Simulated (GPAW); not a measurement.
Set up this calculation in GPAW 26.7.0, as an ASE script.

```yaml
Task: band structure
Functional: TPSS
Potentials_or_basis: GPAW PAW data sets (gpaw-data 1.2.1)
Cutoff: 600 eV
Basis: pw
k_mesh: 9 × 9 × 9
Occupations: fermi-dirac, width 0.05 eV
Spin: spin-orbit coupling, no magnetisation
Eigensolver: davidson
Maxiter: 150
Band_path: GXWKGLUWLK,UX
Band_points: 100
spin_axis_theta_degrees: 90
spin_axis_phi_degrees: 45
Soc_after_scf: second variation without the xc potential
```

The structure of Pd lies in Pd.cif:

```cif
data_Pd
_cell_length_a 3.89300000
_cell_length_b 3.89300000
_cell_length_c 3.89300000
_cell_angle_alpha 90.00000000
_cell_angle_beta 90.00000000
_cell_angle_gamma 90.00000000
_space_group_name_H-M_alt 'Fm-3m'
_space_group_name_Hall '-F 4 2 3'
_space_group_IT_number 225
loop_
_space_group_symop_operation_xyz
'x,y,z'
'-x,-y,-z'
'-y,x,z'
'y,-x,-z'
'-x,-y,z'
'x,y,-z'
'y,-x,z'
'-y,x,-z'
'x,-y,-z'
'-x,y,z'
'-y,-x,-z'
'y,x,z'
'-x,y,-z'
'x,-y,z'
'y,x,-z'
'-y,-x,z'
'z,x,y'
'-z,-x,-y'
'z,-y,x'
'-z,y,-x'
'z,-x,-y'
'-z,x,y'
'z,y,-x'
'-z,-y,x'
'-z,x,-y'
'z,-x,y'
'-z,-y,-x'
'z,y,x'
'-z,-x,y'
'z,x,-y'
'-z,y,x'
'z,-y,-x'
'y,z,x'
'-y,-z,-x'
'x,z,-y'
'-x,-z,y'
'-y,z,-x'
'y,-z,x'
'-x,z,y'
'x,-z,-y'
'-y,-z,x'
'y,z,-x'
'-x,-z,-y'
'x,z,y'
'y,-z,-x'
'-y,z,x'
'x,-z,y'
'-x,z,-y'
'x,y+1/2,z+1/2'
'-x,-y+1/2,-z+1/2'
'-y,x+1/2,z+1/2'
'y,-x+1/2,-z+1/2'
'-x,-y+1/2,z+1/2'
'x,y+1/2,-z+1/2'
'y,-x+1/2,z+1/2'
'-y,x+1/2,-z+1/2'
'x,-y+1/2,-z+1/2'
'-x,y+1/2,z+1/2'
'-y,-x+1/2,-z+1/2'
'y,x+1/2,z+1/2'
'-x,y+1/2,-z+1/2'
'x,-y+1/2,z+1/2'
'y,x+1/2,-z+1/2'
'-y,-x+1/2,z+1/2'
'z,x+1/2,y+1/2'
'-z,-x+1/2,-y+1/2'
'z,-y+1/2,x+1/2'
'-z,y+1/2,-x+1/2'
'z,-x+1/2,-y+1/2'
'-z,x+1/2,y+1/2'
'z,y+1/2,-x+1/2'
'-z,-y+1/2,x+1/2'
'-z,x+1/2,-y+1/2'
'z,-x+1/2,y+1/2'
'-z,-y+1/2,-x+1/2'
'z,y+1/2,x+1/2'
'-z,-x+1/2,y+1/2'
'z,x+1/2,-y+1/2'
'-z,y+1/2,x+1/2'
'z,-y+1/2,-x+1/2'
'y,z+1/2,x+1/2'
'-y,-z+1/2,-x+1/2'
'x,z+1/2,-y+1/2'
'-x,-z+1/2,y+1/2'
'-y,z+1/2,-x+1/2'
'y,-z+1/2,x+1/2'
'-x,z+1/2,y+1/2'
'x,-z+1/2,-y+1/2'
'-y,-z+1/2,x+1/2'
'y,z+1/2,-x+1/2'
'-x,-z+1/2,-y+1/2'
'x,z+1/2,y+1/2'
'y,-z+1/2,-x+1/2'
'-y,z+1/2,x+1/2'
'x,-z+1/2,y+1/2'
'-x,z+1/2,-y+1/2'
'x+1/2,y,z+1/2'
'-x+1/2,-y,-z+1/2'
'-y+1/2,x,z+1/2'
'y+1/2,-x,-z+1/2'
'-x+1/2,-y,z+1/2'
'x+1/2,y,-z+1/2'
'y+1/2,-x,z+1/2'
'-y+1/2,x,-z+1/2'
'x+1/2,-y,-z+1/2'
'-x+1/2,y,z+1/2'
'-y+1/2,-x,-z+1/2'
'y+1/2,x,z+1/2'
'-x+1/2,y,-z+1/2'
'x+1/2,-y,z+1/2'
'y+1/2,x,-z+1/2'
'-y+1/2,-x,z+1/2'
'z+1/2,x,y+1/2'
'-z+1/2,-x,-y+1/2'
'z+1/2,-y,x+1/2'
'-z+1/2,y,-x+1/2'
'z+1/2,-x,-y+1/2'
'-z+1/2,x,y+1/2'
'z+1/2,y,-x+1/2'
'-z+1/2,-y,x+1/2'
'-z+1/2,x,-y+1/2'
'z+1/2,-x,y+1/2'
'-z+1/2,-y,-x+1/2'
'z+1/2,y,x+1/2'
'-z+1/2,-x,y+1/2'
'z+1/2,x,-y+1/2'
'-z+1/2,y,x+1/2'
'z+1/2,-y,-x+1/2'
'y+1/2,z,x+1/2'
'-y+1/2,-z,-x+1/2'
'x+1/2,z,-y+1/2'
'-x+1/2,-z,y+1/2'
'-y+1/2,z,-x+1/2'
'y+1/2,-z,x+1/2'
'-x+1/2,z,y+1/2'
'x+1/2,-z,-y+1/2'
'-y+1/2,-z,x+1/2'
'y+1/2,z,-x+1/2'
'-x+1/2,-z,-y+1/2'
'x+1/2,z,y+1/2'
'y+1/2,-z,-x+1/2'
'-y+1/2,z,x+1/2'
'x+1/2,-z,y+1/2'
'-x+1/2,z,-y+1/2'
'x+1/2,y+1/2,z'
'-x+1/2,-y+1/2,-z'
'-y+1/2,x+1/2,z'
'y+1/2,-x+1/2,-z'
'-x+1/2,-y+1/2,z'
'x+1/2,y+1/2,-z'
'y+1/2,-x+1/2,z'
'-y+1/2,x+1/2,-z'
'x+1/2,-y+1/2,-z'
'-x+1/2,y+1/2,z'
'-y+1/2,-x+1/2,-z'
'y+1/2,x+1/2,z'
'-x+1/2,y+1/2,-z'
'x+1/2,-y+1/2,z'
'y+1/2,x+1/2,-z'
'-y+1/2,-x+1/2,z'
'z+1/2,x+1/2,y'
'-z+1/2,-x+1/2,-y'
'z+1/2,-y+1/2,x'
'-z+1/2,y+1/2,-x'
'z+1/2,-x+1/2,-y'
'-z+1/2,x+1/2,y'
'z+1/2,y+1/2,-x'
'-z+1/2,-y+1/2,x'
'-z+1/2,x+1/2,-y'
'z+1/2,-x+1/2,y'
'-z+1/2,-y+1/2,-x'
'z+1/2,y+1/2,x'
'-z+1/2,-x+1/2,y'
'z+1/2,x+1/2,-y'
'-z+1/2,y+1/2,x'
'z+1/2,-y+1/2,-x'
'y+1/2,z+1/2,x'
'-y+1/2,-z+1/2,-x'
'x+1/2,z+1/2,-y'
'-x+1/2,-z+1/2,y'
'-y+1/2,z+1/2,-x'
'y+1/2,-z+1/2,x'
'-x+1/2,z+1/2,y'
'x+1/2,-z+1/2,-y'
'-y+1/2,-z+1/2,x'
'y+1/2,z+1/2,-x'
'-x+1/2,-z+1/2,-y'
'x+1/2,z+1/2,y'
'y+1/2,-z+1/2,-x'
'-y+1/2,z+1/2,x'
'x+1/2,-z+1/2,y'
'-x+1/2,z+1/2,-y'
loop_
_atom_site_label
_atom_site_type_symbol
_atom_site_symmetry_multiplicity
_atom_site_Wyckoff_symbol
_atom_site_fract_x
_atom_site_fract_y
_atom_site_fract_z
_atom_site_occupancy
Pd1 Pd 4 a 0.0000000000 0.0000000000 0.0000000000 1
```

These files were run (other wordings do the same):

run.py

```python
import numpy as np
import spglib
from ase import Atoms
from ase.dft.bandgap import bandgap
from ase.io import read, write
from ase.units import GPa
from gpaw import GPAW, PW
from gpaw.spinorbit import soc_eigenstates

atoms = read('Pd.cif')
cell, positions, numbers = spglib.find_primitive(
    (atoms.cell[:], atoms.get_scaled_positions(), atoms.numbers), symprec=1e-4)
atoms = Atoms(numbers, cell=cell, scaled_positions=positions, pbc=True)

calc = GPAW(mode=PW(600),
            xc='MGGA_X_TPSS+MGGA_C_TPSS',
            kpts={'size': (9, 9, 9), 'gamma': True},
            occupations={'name': 'fermi-dirac', 'width': 0.05},
            nbands=17,
            convergence={'density': 1e-05, 'energy': 1e-05},
            eigensolver='davidson',
            maxiter=150,
            txt='gpaw.txt')
atoms.calc = calc
energy = atoms.get_potential_energy()
forces = atoms.get_forces()
stress = atoms.get_stress()
calc.write('gs.gpw')
write('result.traj', atoms)
print(f'Energy: {energy:.6f} eV')
print('Forces (eV/A):')
print(forces.round(4))
print('Stress (GPa):', (stress / GPa).round(3))
print('Fermi level:', round(calc.get_fermi_level(), 4), 'eV')
print(f'Gap: {bandgap(calc)[0]:.4f} eV, direct: {bandgap(calc, direct=True)[0]:.4f} eV')

path = atoms.cell.bandpath('GXWKGLUWLK,UX', npoints=100, eps=1e-4)
bs_calc = calc.fixed_density(kpts=path, symmetry='off', nbands=25,
                             convergence={'bands': 'CBM+6.0', 'eigenstates': 1e-6}, txt='bands.txt')
bs = bs_calc.band_structure()
bs.write('bs.json')
print(f'Gap on the path: {bandgap(bs_calc)[0]:.4f} eV')

soc = soc_eigenstates(bs_calc, theta=90, phi=45, ignore_xc_potential=True)
np.savetxt('soc_bands.dat', soc.eigenvalues(), fmt='%.4f')
mesh = soc_eigenstates('gs.gpw', theta=90, phi=45, ignore_xc_potential=True)
np.savetxt('soc_mesh.dat', mesh.eigenvalues(), fmt='%.4f')
print('Fermi level with spin-orbit coupling:', round(mesh.fermi_level, 4), 'eV')
```

Potentials or basis: GPAW PAW data sets (gpaw-data 1.2.1), pw.

Command:

```bash
$ OMP_NUM_THREADS=1 python run.py
```

Results of the run:

```
Pressure                : 0.5 GPa
Band gap along the path : none (metal or under the smearing width)
```

Caveat: spin-orbit coupling was added after a scalar SCF, so levels and gaps hold it while energy, forces, pressure and moments don't; this program's spin-orbit splittings come out too wide for heavy elements; the PAW data sets were made with another functional, which shifts forces and pressure a little.

Wall time 48 s on 1 thread of AMD EPYC 7B13 (Zen 3), on a shared host, peak memory 0.27 GiB.
